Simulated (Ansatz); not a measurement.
Te:

```
Te
1.0
     4.45400    0.00000    0.00000
    -2.22700    3.85728    0.00000
     0.00000    0.00000    5.92400
Te
3
Cartesian
  1.6279 2.8197 0.0000
  -0.5991 1.0376 3.9493
  1.1981 0.0000 1.9747
```

Program: Ansatz 0.2.0. Alike in all runs: task band structure; potentials or basis Ansatz PAW; no spin polarisation; cell as given; k mesh 7 × 7 × 5; smearing fermi-dirac 0.05 eV.

Task: Order these runs on this cell by their pressure, lowest first.
A. level LDA; cutoff (eV) 420
B. level RPBE; cutoff (eV) 420
C. level r2SCAN; cutoff (eV) 500
D. level rPW86-PBE; cutoff (eV) 420

Result: A (-2.0 GPa), C (0.9 GPa), B (2.8 GPa), D (4.6 GPa).

Caveats: the PAW data sets come from PBE, with cores solved anew for the run's functional, which leaves a small shift of forces and pressure; the potentials were made for another functional, which shifts forces and pressure (some runs).

Not every run made on this cell is shown here.
